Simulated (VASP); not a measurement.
Ga2O3:

```
Ga O
1.0
     6.10700   -1.51855    0.00000
     6.10700    1.51855    0.00000
    -1.38599    0.00000    5.63001
Ga O
4 6
Cartesian
  3.2184 0.0000 3.8621
  7.6096 0.0000 1.7679
  10.8240 0.0000 1.1564
  0.0041 0.0000 4.4736
  5.1267 0.0000 4.1853
  5.7013 0.0000 1.4447
  9.4919 0.0000 2.4592
  1.3361 0.0000 3.1708
  8.9710 0.0000 5.0118
  1.8570 0.0000 0.6182
```

```yaml
Program: VASP 6.6.1
Task: relaxation of cell and atoms
Functional: PBE
Potentials_or_basis: VASP PAW PBE potentials, release 64 (Ga, O)
Cutoff: 580 eV
k_mesh: 9 × 9 × 5
Occupations: fermi-dirac, width 0.05 eV
Spin: no spin polarisation
```

At the start: pressure 15.3 GPa; volume 10.44 Å³/atom.

Where does the relaxation end?

Over 13 steps the energy falls by 33.3 meV/atom and the volume is 11.14 Å³/atom (+6.7 %); space group C2/m (No. 12, to 0.05 Å).

The path:
| step | energy change (eV) | largest force (eV/Å) | pressure (GPa) | volume (Å³) |
| --- | --- | --- | --- | --- |
| 1 | 0.0000 | 0.6004 | 15.35 | 104.42 |
| 2 | 0.0958 | 0.8079 | -13.03 | 120.28 |
| 3 | -0.3293 | 0.1821 | -0.11 | 111.40 |
| 4 | -0.3294 | 0.1696 | 0.14 | 111.25 |
| 5 | -0.3317 | 0.1156 | 0.00 | 111.44 |
| 6 | -0.3322 | 0.0393 | 0.04 | 111.39 |
| 7 | -0.3327 | 0.0307 | -0.05 | 111.45 |
| 8 | -0.3327 | 0.0325 | -0.05 | 111.45 |
| 9 | -0.3328 | 0.0228 | -0.01 | 111.42 |
| 10 | -0.3329 | 0.0241 | 0.04 | 111.39 |
| 11 | -0.3330 | 0.0127 | -0.01 | 111.41 |
| 12 | -0.3330 | 0.0127 | -0.01 | 111.41 |
| 13 | -0.3330 | 0.0098 | 0.00 | 111.41 |

Final structure:
```xyz
10
Lattice="6.2569 -1.5497 0.0082 6.2569 1.5497 0.0082 -1.4124 0.0000 5.7429" Properties=species:S:1:pos:R:3 pbc="T T T"
Ga    3.3019    0.0000    3.9333
Ga    7.7994    0.0000    1.8261
Ga   11.0897    0.0000    1.1890
Ga    0.0116    0.0000    4.5704
O     5.2492    0.0000    4.2775
O     5.8521    0.0000    1.4819
O     9.7219    0.0000    2.5312
O     1.3794    0.0000    3.2282
O     9.1846    0.0000    5.1189
O     1.9167    0.0000    0.6405
```
